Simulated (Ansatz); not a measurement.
## Al3Cu2: relaxation of cell and atoms with LDA

The system is Al3Cu2.

```
Cu Al
1.0
     4.09195    0.00000    0.00000
    -2.04598    3.54373    0.00000
     0.00000    0.00000    4.99278
Cu Al
2 3
Direct
  0.66667 0.33333 0.16049
  0.33333 0.66667 0.83951
  0.66667 0.33333 0.65007
  0.33333 0.66667 0.34993
  0.00000 0.00000 0.00000
```

The cell comes from a database or a generator and needn't be the stable form of this composition.

| Property | Result |
| --- | --- |
| Program | Ansatz 0.2.0 |
| Task | relaxation of cell and atoms |
| Functional | LDA |
| Potentials or basis | Ansatz PAW |
| Cutoff | 420 eV (not typed: the program's choice for these potentials) |
| k mesh | 8 × 8 × 6 |
| Occupations | fermi-dirac, width 0.05 eV |
| Spin | no spin polarisation |

```yaml
Relaxed_volume: 14.05 Å³/atom
Relaxed_cell: a = 4.055 Å, b = 4.055 Å, c = 4.935 Å, α = 90.00°, β = 90.00°, γ = 120.00°
Space_group_after_relaxing_to_0.05_Å: P-3m1 (No. 164)
Energy_gained_by_relaxing: 4.7 meV/atom
Ionic_steps: 5
Pressure_after_relaxing: 0.0 GPa
Largest_force_after_relaxing: 0.008 eV/Å
Band_gap_on_the_k_mesh: none (metal or under the smearing width)
```

Forces on the atoms (eV/Å):
```
Cu   0.000  0.000 -0.008
Cu   0.000  0.000  0.008
Al   0.000  0.000 -0.001
Al   0.000  0.000  0.001
Al   0.000  0.000  0.000
```

The path:
| step | energy change (eV) | largest force (eV/Å) | volume (Å³) |
| --- | --- | --- | --- |
| 1 | 0.0000 | 0.0334 | 72.40 |
| 2 | -0.0212 | 0.0331 | 70.98 |
| 3 | -0.0245 | 0.0157 | 70.23 |
| 4 | -0.0245 | 0.0082 | 70.27 |
| 5 | -0.0236 | 0.0082 | 70.27 |

Final structure:
```xyz
5
Lattice="4.0549 0.0000 0.0000 -2.0274 3.5116 0.0000 0.0000 0.0000 4.9349" Properties=species:S:1:pos:R:3 pbc="T T T"
Cu    2.0274    1.1705    0.7827
Cu    0.0000    2.3411    4.1522
Al    2.0274    1.1705    3.2022
Al    0.0000    2.3411    1.7327
Al    0.0000    0.0000    0.0000
```

Levels at points of the mesh, in eV from the Fermi level:
| k point | band 20 | band 21 | band 22 | band 23 | band 24 | band 25 | band 26 | band 27 |
| --- | --- | --- | --- | --- | --- | --- | --- | --- |
| (0.00, 0.00, 0.00) | -3.75 | -3.72 | -0.20 | -0.20 | 1.40 | 1.40 | 2.60 | 2.96 |
| (0.00, 0.00, -0.50) | -4.28 | 1.22 | 1.22 | 1.31 | 1.31 | 1.79 | 2.53 | 2.53 |
| (0.00, -0.50, 0.00) | -4.19 | -3.11 | -3.04 | -2.63 | -0.73 | 0.01 | 0.39 | 3.08 |
| (0.00, -0.50, -0.50) | -4.31 | -4.23 | -3.58 | -1.80 | -0.14 | 0.78 | 1.01 | 5.19 |

It took 19 s on 2 threads of Arm Neoverse V1 (shared host), peak memory 0.39 GiB.

Caveat: the plane-wave basis is chosen anew once the cell has moved, so the energies of steps on either side of that aren't comparable; the PAW data sets come from PBE, with cores solved anew for the run's functional, which leaves a small shift of forces and pressure.
